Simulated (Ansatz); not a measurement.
**Pt: from a guess to a relaxed structure**

The task: take a trial cell of Pt to zero force and stress.

Method: DFT PBE, scalar-relativistic, plane waves, PAW, in Ansatz 0.2.0.

### Step 1. The structure to begin with

Symmetry: P4mm, No. 99, tetragonal system. Conventional cell: a = 4.386 Å, b = 4.386 Å, c = 2.538 Å, α = 90.00°, β = 90.00°, γ = 90.00°. Pt (site symmetry 2mm) is surrounded by 4 Pt at 2.33 to 2.54 Å. Pt (site symmetry 4mm) has 6 Pt at 2.33 to 2.54 Å as nearest neighbours.

Structure file:

```
Pt
1.0
     4.38566    0.00000    0.00000
     0.00000    4.38566    0.00000
     0.00000    0.00000    2.53817
Pt
3
Direct
  0.00000 0.50000 0.82929
  0.50000 0.00000 0.82929
  0.00000 0.00000 0.52300
```

The cell is invented: random cell by space group and Wyckoff sites (P4mm, No. 99). Lengths come from tabulated atomic sizes and are only a guess.

### Step 2. Probe: one point on a coarse mesh

input.yaml

```yaml
crystal:
  lattice:
    - [4.38566476, 0.0, 0.0]
    - [0.0, 4.38566476, 0.0]
    - [0.0, 0.0, 2.53817035]
  atoms:
    - { symbol: Pt, position: [0.0, 0.5, 0.82928887] }
    - { symbol: Pt, position: [0.5, 0.0, 0.82928887] }
    - { symbol: Pt, position: [0.0, 0.0, 0.52299982] }
basis:
  ecutwfc: 420
kpoints:
  mp_grid: { grid: [4, 4, 6] }
hamiltonian:
  xc: pbe
scf:
  occupations: { method: gaussian, width: 0.1 }
  lower_state_search: "off"
output:
  forces: true
  stress: true
  eigenvalues: true
```

Started as:

```console
> ansatz run input.yaml --threads 1 --pin off --max-ram 2560MiB --backend cpu --events-out ev --progress --plain --runs-dir out
```

Log (excerpt; [...] marks lines left out):

```text
[...]
SCF converged after 7 iterations
Free energy (F): -37564.819622 eV
[...]
E sigma→0 (E₀):  -37564.807287 eV
Entropy (-TS):   -0.024670 eV (-8.223 meV/atom)
Fermi energy:    21.170816 eV
[...]
--- Forces (eV/Å), atoms counted from 1 ---
  atom   1  Pt    -0.00000000     0.00000000     3.21763143
  atom   2  Pt     0.00000000     0.00000000     3.21763143
  atom   3  Pt     0.00000000     0.00000000    -6.43528338
[...]
--- Stress (GPa, compression-positive) ---
       62.850348       0.000000       0.000000
        0.000000      62.850348       0.000000
        0.000000       0.000000      71.236380
  P = ⅓ Tr σ = 65.6457 GPa (656.457 kbar)
--- Band table (eV; the first three rows and the last of 24) ---
[...]
```

Wall time 2.6 s (1 thread of Arm Neoverse V2, shared host); peak memory 0.3 GiB.

The probe gives pressure 65.6 GPa, largest force 6.44 eV/Å, gap on this mesh none (metal). A guess like this is first relaxed loosely on the coarse mesh.

### Step 3. A loose first relaxation

Changes to input.yaml since step 2:

```diff
@@ -22 +22,6 @@
   eigenvalues: true
+relax:
+  adjacent_minimum: "off"
+  f_tol: 0.04
+  max_steps: 70
+  cell: { stress_tol: 0.4 }
```

Started as:

```console
> ansatz run input.yaml --threads 1 --pin off --max-ram 2560MiB --backend cpu --events-out ev --progress --plain --runs-dir out
```

Log:

```text
Warning: RAYON_NUM_THREADS=1 ignored (pool sized by the plan → 1); use --threads N
Engine: ansatz 0.2.0, aarch64-unknown-linux-gnu
Pseudopotentials: kind: paw
Pseudopotential: Pt, paw, valence charge 18, recommended cutoff 420 eV (normal), Pt.paw.azcp
Functional definition: PBE
  parameter kappa = 0.804
  parameter beta = 0.06672455060314922
  exchange = pbe_x(kappa = kappa, mu = beta*pi^2/3)
  correlation = pbe_c(beta = beta)
Crystal: 3 atoms, lattice volume = 48.819 Å³
Basis set: ecut = 420 eV, 993 PW (Γ), exchange–correlation on 60×60×36 points (8 copies of the dense FFT grid, shifted against one another)
Bands: 33, of which v1, the nominal top of the filled ones, is band 27 counted from 1 (26 counted from 0)
Symmetry: 8 space group operations
Space group: P4mm (ITA 99), of the structure as read, at distance tolerance 3.7e-5 Å
k-points: 24 of 96 (time reversal used)
Non-local potential: Pt, projectors of the file, l = 0: 3, l = 1: 2, l = 2: 2, l = 3: 1
PAW form: soft (Blöchl's): semilocal exchange-correlation on the pseudo side does not see the compensation charge
PAW one-centre angular grid: Pt, 590 points (default); XC on 64 Gauss nodes
Initial density: superposition of atomic densities (neutral atoms: chi_scale 0, normalization atom), corrected by the library's trained network
Initial wavefunctions: pseudopotential atomic-orbital guess
Functional: x = pbe(κ = 0.804, μ = 0.2195149727645171), c = pbe(β = 0.06672455060314922)
SCF iter   1: F=—  HF=-37564.838929 eV  |F-HF|=—  |Δ(HF+E_count)|=         —  Δρ=1.77e-2  dr2=8.77e-2  ethr=1.77e-3  ⟨swp⟩=6.3  Hψ=3219  notcnv=0  defer=1
preconditioner: auto → LDOS  [metal: Δε(μ)=0.062 eV  Ē_g=9.756 eV  σ=0.100 eV  W_gap=0.33  n_scr=10 (ndim 8)  ℏωp=29.1 eV  f_vac=0.047  D(μ)=5.00/eV (n_scr^D=70)  β→1.0]
SCF iter   2: F=—  HF=-37564.827411 eV  |F-HF|=—  |Δ(HF+E_count)|=   1.15e-2  Δρ=9.11e-3  dr2=2.77e-2  ethr=1.62e-4  ⟨swp⟩=2.0  Hψ=1508  notcnv=0  defer=27
SCF iter   3: F=—  HF=-37564.820242 eV  |F-HF|=—  |Δ(HF+E_count)|=   7.17e-3  Δρ=2.01e-3  dr2=3.71e-3  ethr=5.13e-5  ⟨swp⟩=2.1  Hψ=1212  notcnv=0  defer=27
SCF iter   4: F=—  HF=-37564.819760 eV  |F-HF|=—  |Δ(HF+E_count)|=   4.82e-4  Δρ=8.72e-4  dr2=7.30e-4  ethr=6.87e-6  ⟨swp⟩=1.0  Hψ=764  notcnv=0  defer=27
SCF iter   5: F=—  HF=-37564.819661 eV  |F-HF|=—  |Δ(HF+E_count)|=   9.87e-5  Δρ=2.14e-4  dr2=1.65e-5  ethr=1.35e-6  ⟨swp⟩=1.5  Hψ=848  notcnv=0  defer=27
SCF iter   6: F=—  HF=-37564.819621 eV  |F-HF|=—  |Δ(HF+E_count)|=   4.01e-5  Δρ=4.38e-5  dr2=5.03e-7  ethr=3.05e-8  ⟨swp⟩=2.0  Hψ=1124  notcnv=0  defer=27
SCF iter   7: F=-37564.819622 eV  HF=-37564.819622 eV  |F-HF|=2.15e-8  |Δ(HF+E_count)|=   6.49e-7  Δρ=1.25e-5  dr2=6.17e-8  ethr=1.85e-10  ⟨swp⟩=9.3  Hψ=3724  notcnv=0
SCF 1 converged in 7 iterations: F = -37564.819622 eV  dr2 = 6.17e-8
relax step   1: F+E_penalty+E_count = -37564.81962180 eV  Δ(F+E_penalty+E_count) = +0.000e0 eV  max|allowed force component| = 6.435e0 eV/Å  Δτ_max = 0.0000 Å  P = +65.646 GPa  Ω = 48.819 Å³  (7 SCF iters, dr2 threshold 1.00e-7 eV, accepted)
Crystal: 3 atoms, lattice volume = 55.260 Å³
Basis set: ecut = 420 eV, 1089 PW (Γ), exchange–correlation on 60×60×36 points (8 copies of the dense FFT grid, shifted against one another)
Initial density: handed on by an earlier stage of this run
Initial wavefunctions: those handed on with the density
iter 1 solved again at ethr=1.87e-4 eV; its pass at ethr=3.10e-3 eV (dr2=1.01e-1 eV) is discarded
SCF iter   1: F=—  HF=-37567.328110 eV  |F-HF|=—  |Δ(HF+E_count)|=         —  Δρ=2.52e-2  dr2=1.01e-1  ethr=1.87e-4  ⟨swp⟩=1.2  Hψ=4276  notcnv=0
preconditioner: auto → LDOS  [metal: Δε(μ)=0.014 eV  Ē_g=8.476 eV  σ=0.100 eV  W_gap=0.08  n_scr=10 (ndim 8)  ℏωp=27.4 eV  f_vac=0.066  D(μ)=6.58/eV (n_scr^D=86)  β→1.0]
SCF iter   2: F=—  HF=-37567.324300 eV  |F-HF|=—  |Δ(HF+E_count)|=   3.81e-3  Δρ=7.14e-3  dr2=2.14e-2  ethr=1.86e-4  ⟨swp⟩=2.1  Hψ=1499  notcnv=0
SCF iter   3: F=—  HF=-37567.318576 eV  |F-HF|=—  |Δ(HF+E_count)|=   5.72e-3  Δρ=2.73e-3  dr2=2.53e-3  ethr=3.97e-5  ⟨swp⟩=2.1  Hψ=1193  notcnv=0
SCF iter   4: F=—  HF=-37567.317892 eV  |F-HF|=—  |Δ(HF+E_count)|=   6.84e-4  Δρ=6.36e-4  dr2=4.14e-4  ethr=4.69e-6  ⟨swp⟩=2.9  Hψ=1459  notcnv=0
SCF iter   5: F=—  HF=-37567.317859 eV  |F-HF|=—  |Δ(HF+E_count)|=   3.33e-5  Δρ=3.91e-4  dr2=1.24e-4  ethr=7.66e-7  ⟨swp⟩=1.0  Hψ=792  notcnv=0
SCF iter   6: F=—  HF=-37567.317871 eV  |F-HF|=—  |Δ(HF+E_count)|=   1.19e-5  Δρ=1.82e-4  dr2=3.48e-5  ethr=2.31e-7  ⟨swp⟩=1.0  Hψ=792  notcnv=0
SCF iter   7: F=—  HF=-37567.317867 eV  |F-HF|=—  |Δ(HF+E_count)|=   3.62e-6  Δρ=2.67e-5  dr2=3.87e-7  ethr=6.44e-8  ⟨swp⟩=1.1  Hψ=794  notcnv=0
SCF iter   8: F=-37567.317867 eV  HF=-37567.317867 eV  |F-HF|=1.38e-8  |Δ(HF+E_count)|=   2.36e-8  Δρ=6.82e-6  dr2=1.42e-8  ethr=5.56e-10  ⟨swp⟩=5.7  Hψ=3022  notcnv=0
SCF 2 converged in 8 iterations: F = -37567.317867 eV  dr2 = 1.42e-8
relax step   2: F+E_penalty+E_count = -37567.31786697 eV  Δ(F+E_penalty+E_count) = -2.498e0 eV  max|allowed force component| = 3.757e0 eV/Å  Δτ_max = 0.1378 Å  P = +12.402 GPa  Ω = 55.260 Å³  energy of the carried Pulay correction = -3.728e-3 eV  (8 SCF iters, dr2 threshold 3.00e-7 eV, accepted)
Crystal: 3 atoms, lattice volume = 56.409 Å³
Basis set: ecut = 420 eV, 1113 PW (Γ), exchange–correlation on 60×60×36 points (8 copies of the dense FFT grid, shifted against one another)
iter 1 solved again at ethr=2.24e-4 eV; its pass at ethr=3.10e-3 eV (dr2=1.21e-1 eV) is discarded
SCF iter   1: F=—  HF=-37567.986901 eV  |F-HF|=—  |Δ(HF+E_count)|=         —  Δρ=2.59e-2  dr2=1.21e-1  ethr=2.24e-4  ⟨swp⟩=1.1  Hψ=4291  notcnv=0
preconditioner: auto → LDOS  [metal: Δε(μ)=0.098 eV  Ē_g=8.267 eV  σ=0.100 eV  W_gap=0.50  n_scr=18 (ndim 8)  ℏωp=27.1 eV  f_vac=0.065  D(μ)=3.33/eV (n_scr^D=38)  β→1.0]
SCF iter   2: F=—  HF=-37567.975186 eV  |F-HF|=—  |Δ(HF+E_count)|=   1.17e-2  Δρ=5.83e-3  dr2=1.75e-2  ethr=2.24e-4  ⟨swp⟩=2.0  Hψ=1495  notcnv=0
SCF iter   3: F=—  HF=-37567.969051 eV  |F-HF|=—  |Δ(HF+E_count)|=   6.13e-3  Δρ=2.08e-3  dr2=2.23e-3  ethr=3.24e-5  ⟨swp⟩=2.0  Hψ=1371  notcnv=0
SCF iter   4: F=—  HF=-37567.968220 eV  |F-HF|=—  |Δ(HF+E_count)|=   8.31e-4  Δρ=3.44e-4  dr2=5.68e-5  ethr=4.13e-6  ⟨swp⟩=2.0  Hψ=1260  notcnv=0
SCF iter   5: F=—  HF=-37567.968190 eV  |F-HF|=—  |Δ(HF+E_count)|=   3.02e-5  Δρ=8.62e-5  dr2=5.99e-6  ethr=1.05e-7  ⟨swp⟩=2.0  Hψ=1112  notcnv=0
SCF iter   6: F=—  HF=-37567.968189 eV  |F-HF|=—  |Δ(HF+E_count)|=   9.28e-7  Δρ=3.07e-5  dr2=8.19e-7  ethr=1.11e-8  ⟨swp⟩=2.0  Hψ=1083  notcnv=0
SCF iter   7: F=-37567.968189 eV  HF=-37567.968189 eV  |F-HF|=3.65e-8  |Δ(HF+E_count)|=   1.24e-7  Δρ=9.14e-6  dr2=4.70e-8  ethr=5.56e-10  ⟨swp⟩=5.2  Hψ=3000  notcnv=0
SCF 3 converged in 7 iterations: F = -37567.968189 eV  dr2 = 4.70e-8
relax step   3: F+E_penalty+E_count = -37567.96818869 eV  Δ(F+E_penalty+E_count) = -6.503e-1 eV  max|allowed force component| = 9.304e-2 eV/Å  Δτ_max = 0.1949 Å  P = +0.925 GPa  Ω = 56.409 Å³  energy of the carried Pulay correction = -4.346e-3 eV  (7 SCF iters, dr2 threshold 3.00e-7 eV, accepted)
Crystal: 3 atoms, lattice volume = 56.634 Å³
iter 1 solved again at ethr=4.89e-7 eV; its pass at ethr=3.10e-3 eV (dr2=2.64e-4 eV) is discarded
SCF iter   1: F=—  HF=-37567.970240 eV  |F-HF|=—  |Δ(HF+E_count)|=         —  Δρ=9.76e-4  dr2=2.69e-4  ethr=4.89e-7  ⟨swp⟩=2.1  Hψ=4141  notcnv=0
preconditioner: auto → LDOS  [metal: Δε(μ)=0.081 eV  Ē_g=8.227 eV  σ=0.100 eV  W_gap=0.39  n_scr=18 (ndim 8)  ℏωp=27.0 eV  f_vac=0.064  D(μ)=3.25/eV (n_scr^D=38)  β→1.0]
SCF iter   2: F=—  HF=-37567.970220 eV  |F-HF|=—  |Δ(HF+E_count)|=   1.98e-5  Δρ=2.52e-4  dr2=3.02e-5  ethr=4.89e-7  ⟨swp⟩=2.2  Hψ=1141  notcnv=0
SCF iter   3: F=—  HF=-37567.970213 eV  |F-HF|=—  |Δ(HF+E_count)|=   7.05e-6  Δρ=1.19e-4  dr2=9.16e-6  ethr=5.59e-8  ⟨swp⟩=2.1  Hψ=1366  notcnv=0
SCF iter   4: F=—  HF=-37567.970211 eV  |F-HF|=—  |Δ(HF+E_count)|=   2.13e-6  Δρ=4.37e-5  dr2=1.34e-6  ethr=1.70e-8  ⟨swp⟩=2.4  Hψ=1149  notcnv=0
SCF iter   5: F=-37567.970210 eV  HF=-37567.970210 eV  |F-HF|=1.30e-7  |Δ(HF+E_count)|=   2.62e-7  Δρ=1.47e-5  dr2=1.52e-7  ethr=5.56e-10  ⟨swp⟩=5.1  Hψ=2857  notcnv=0
SCF 4 converged in 5 iterations: F = -37567.970210 eV  dr2 = 1.52e-7
relax step   4: F+E_penalty+E_count = -37567.97021030 eV  Δ(F+E_penalty+E_count) = -2.022e-3 eV  max|allowed force component| = 5.390e-5 eV/Å  Δτ_max = 0.0049 Å  P = -0.092 GPa  Ω = 56.634 Å³  energy of the carried Pulay correction = -4.465e-3 eV  (5 SCF iters, dr2 threshold 3.00e-7 eV, accepted)
Basis set: ecut = 420 eV, 1113 PW (Γ), exchange–correlation on 64×64×40 points (8 copies of the dense FFT grid, shifted against one another)
Initial wavefunctions: pseudopotential atomic-orbital guess (no wavefunctions were taken with the density)
iter 1 solved again at ethr=8.43e-8 eV; its pass at ethr=3.10e-3 eV (dr2=4.55e-5 eV) is discarded
SCF iter   1: F=—  HF=-37567.973726 eV  |F-HF|=—  |Δ(HF+E_count)|=         —  Δρ=4.88e-4  dr2=8.99e-6  ethr=8.43e-8  ⟨swp⟩=3.9  Hψ=5294  notcnv=0
preconditioner: auto → LDOS  [metal: Δε(μ)=0.080 eV  Ē_g=8.226 eV  σ=0.100 eV  W_gap=0.39  n_scr=18 (ndim 8)  ℏωp=27.0 eV  f_vac=0.063  D(μ)=3.25/eV (n_scr^D=38)  β→1.0]
SCF iter   2: F=—  HF=-37567.974269 eV  |F-HF|=—  |Δ(HF+E_count)|=   5.43e-4  Δρ=4.77e-5  dr2=5.31e-7  ethr=1.67e-8  ⟨swp⟩=2.0  Hψ=1361  notcnv=0
SCF iter   3: F=—  HF=-37567.974278 eV  |F-HF|=—  |Δ(HF+E_count)|=   8.87e-6  Δρ=1.83e-5  dr2=1.09e-7  ethr=9.82e-10  ⟨swp⟩=2.0  Hψ=1309  notcnv=0
SCF iter   4: F=-37567.974278 eV  HF=-37567.974278 eV  |F-HF|=1.16e-10  |Δ(HF+E_count)|=   2.78e-8  Δρ=1.63e-6  dr2=1.08e-9  ethr=3.56e-12  ⟨swp⟩=4.6  Hψ=3881  notcnv=0
SCF 5 converged in 4 iterations: F = -37567.974278 eV  dr2 = 1.08e-9
relax step   5: F+E_penalty+E_count = -37567.97427781 eV  Δ(F+E_penalty+E_count) = -4.068e-3 eV  max|allowed force component| = 1.409e-5 eV/Å  Δτ_max = 0.0000 Å  P = -0.042 GPa  Ω = 56.634 Å³  stress off target by 9.03e-2 GPa  SCF on the basis re-selected at this cell (its energy is not comparable with the rows above)  (4 SCF iters)
basis re-selected at this cell: Δ(F+E_penalty+E_count) = -4.068e-3 eV, ΔP = +0.050 GPa vs the last step (what re-selecting the basis moved, of the pressure what is left beyond the Pulay correction that the steps carried, after the strain that the cell walked since its last selection, with what the two solves' SCF thresholds leave and, on support functions, any second-order correction that the steps lacked; it is no measure of the basis error at this ecutwfc). The dense FFT grid was sized anew with the basis: this SCF ran on 32×32×20 points, the steps before it on 30×30×18, so part of this shift can come from that change (see relax.cell in the input reference). This SCF's stress stands 9.03e-2 GPa from its target on what of the cell is left free (relax.cell.stress_tol is 4.00e-1 GPa) and its largest allowed force component is 1.41e-5 eV/Å (relax.f_tol is 4.00e-2 eV/Å): within both
SCF converged after 4 iterations
Free energy (F): -37567.974278 eV
Harris-Foulkes:  -37567.974278 eV  (|F-HF|=1.16e-10)
Internal energy: -37567.958029 eV  (E = F + TS)
E sigma→0 (E₀):  -37567.966153 eV
Entropy (-TS):   -0.016249 eV (-5.416 meV/atom)
Fermi energy:    17.107337 eV
--- Per-component energies (eV) ---
  E_band       = -693.276258
  E_kinetic    = 1910.507962
  E_local      = -6155.656327  (includes V_loc(G=0)·N_el)
  E_nonlocal   = 599.664247
  E_hartree    = 2362.329883
  E_xc         = -783.576437
  E_vxc        = -905.982773  (∫ρ·V_xc dr)
  E_paw        = -28362.290524  (= ΣΔE_a)
  E_vpaw       = -866.469361  (= ΣTr[D̂ρ^β])
  E_aug_tail   = 0.000585  (compensation charges beyond the density's cutoff)
  E_ewald      = -7138.937419
  E_smearing   = -0.016249  (= −TS)
  E_closure    = 0.000000  (closes the sum)
  Σ components = -37567.974278   (vs F -37567.974278, Δ=0.00e0)
--- Forces (eV/Å), atoms counted from 1 ---
  atom   1  Pt     0.00000000     0.00000000    -0.00000695
  atom   2  Pt     0.00000000     0.00000000    -0.00000695
  atom   3  Pt    -0.00000000    -0.00000000     0.00001419
  max |Σ_I F_I| component: 2.83e-7 eV/Å
--- Stress (GPa, compression-positive) ---
       -0.090260       0.000000      -0.000000
        0.000000      -0.090260       0.000000
       -0.000000       0.000000       0.054206
  P = ⅓ Tr σ = -0.0421 GPa (-0.421 kbar)
--- Band table (eV; the first three rows and the last of 24) ---
  k-point 0: bands = ["-81.4973", "-80.5858", "-80.5845", "-35.7603", "-35.7603", "-35.7223", "-34.9492", "-34.9492", "-34.7682", "-34.7605", "-34.4667", "-34.4667", "8.1127", "10.6148", "10.7801", "11.7632", "13.3598", "13.3598", "13.7420", "13.9150", "14.8583", "16.6586", "16.7246", "16.7246", "16.8206", "17.3069", "18.2046", "18.2046", "18.2925", "18.2925", "22.4394", "25.3675", "26.0015"]
  k-point 1: bands = ["-81.4940", "-80.5830", "-80.5815", "-35.7866", "-35.7298", "-35.7298", "-34.9687", "-34.9687", "-34.8345", "-34.8309", "-34.4609", "-34.4609", "8.9009", "11.3753", "11.4594", "12.0828", "13.0580", "13.0580", "14.0065", "14.4505", "15.3743", "15.4921", "15.4921", "16.2319", "16.2319", "16.4996", "16.7090", "17.2188", "21.1614", "21.1614", "22.2858", "24.8230", "27.5180"]
  k-point 2: bands = ["-81.4874", "-80.5775", "-80.5754", "-35.9137", "-35.6629", "-35.6629", "-35.0137", "-35.0137", "-34.9699", "-34.9656", "-34.4494", "-34.4494", "10.8293", "12.5837", "12.5837", "12.8609", "12.9736", "12.9737", "13.7154", "13.7154", "14.5095", "15.0508", "15.0508", "15.5876", "15.7314", "16.8114", "16.9898", "17.1131", "22.5268", "22.5395", "24.2057", "24.2057", "25.5959"]
  k-point 23: bands = ["-81.4841", "-80.5735", "-80.5735", "-36.0487", "-35.6802", "-35.6802", "-35.0136", "-34.9849", "-34.9752", "-34.9752", "-34.4679", "-34.4210", "10.3675", "10.3675", "10.7591", "11.2923", "12.2591", "15.0707", "15.0947", "15.0947", "16.2960", "17.1921", "17.1921", "17.3935", "17.9893", "18.1149", "18.1149", "18.5785", "19.4742", "19.4742", "21.7286", "24.3045", "24.3045"]
--- Relaxed structure (4 steps of the walk, 4 accepted, 1 SCFs on fresh bases) ---
  F+E_penalty+E_count = -37567.97427781 eV   max|allowed force component| = 1.409e-5 eV/Å   (the final SCF, on the basis selected at the relaxed cell)
  cell:  # Å, volume = 56.6337 Å³
    - [4.531558331115176, 2.311064361877333e-34, -1.7795195586455463e-32]
    - [2.311064361877333e-34, 4.531558331115176, 0.0]
    - [-1.0298835018569026e-32, 0.0, 2.7579094651943152]
  atoms:
    - { symbol: Pt, position: [1.225938306347209e-34, 0.5, 0.893859338749738] }
    - { symbol: Pt, position: [0.5, -1.0360343959369703e-67, 0.893859338749738] }
    - { symbol: Pt, position: [-2.6440012726443517e-33, 8.236092143148846e-84, 0.3938588825005239] }
```

Wall time 16 s (1 thread of Arm Neoverse V2, shared host); peak memory 0.34 GiB.

Relaxation path:

```csv
step,energy from step 1 (eV/cell),largest force component (eV/Å),pressure (GPa),volume (Å³)
1,0.0000,6.4353,65.65,48.82
2,-2.4982,3.7568,12.40,55.26
3,-3.1486,0.0930,0.92,56.41
4,-3.1506,0.0001,-0.09,56.63
5,-3.1547,0.0000,-0.04,56.63
```

Step 1 is the start. Step 5 repeats the geometry before it on a plane-wave basis chosen anew for that cell, so its energy need not be comparable with the rows above.

|  | before | after | change |
| --- | --- | --- | --- |
| a (Å) | 4.386 | 4.532 | +3.3 % |
| b (Å) | 4.386 | 4.532 | +3.3 % |
| c (Å) | 2.538 | 2.758 | +8.7 % |
| volume (Å³/atom) | 16.27 | 18.88 | +16.0 % |
| shortest distance (Å) | 2.327 | 2.652 | +14.0 % |
| space group (0.01 Å) | P4mm | P4/mmm | changed |

[end of part 1 of 2]
